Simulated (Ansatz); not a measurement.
GeO$_{2}$:
```xyz
6
Lattice="4.4125 0.0000 0.0000 0.0000 4.4125 0.0000 0.0000 0.0000 2.8707" Properties=species:S:1:pos:R:3 pbc="T T T"
Ge     2.2062     2.2062     1.4354
Ge     0.0000     0.0000     0.0000
O      3.0621     3.0621     0.0000
O      1.3503     1.3503     0.0000
O      3.5566     0.8559     1.4354
O      0.8559     3.5566     1.4354
```

Cartesian axes are those of the cell as given.

Give the high-frequency dielectric tensor and the Born effective charge tensors of the independent atoms from DFPT, DFT-r²SCAN in the program Ansatz with PAW potentials.


ε∞:
```
3.91  0.00  0.00
0.00  3.91  0.00
0.00  0.00  4.23
```
Z* of atom 1 (Ge), rows: field, columns: displacement, in e:
```
 4.13  -0.55   0.00
-0.55   4.13   0.00
 0.00   0.00   4.43
```
Z* of atom 3 (O), rows: field, columns: displacement, in e:
```
-2.06  -0.71   0.00
-0.71  -2.06   0.00
 0.00   0.00  -2.21
```

Static charges for comparison (Bader): Ge1 +2.60, O3 -1.30 e. Born charges measure polarisation by displacement and can exceed these by far.

Space group P4_2/mnm (rutile). Symmetry was held in the r²SCAN relaxation. Spin–orbit coupling is left out wherever it is not named.

Potentials: the earlier of the program's two PAW sets. The files were generated under PBE; for other functionals the program regenerates the frozen cores, and for LDA and PBEsol the local potential too.
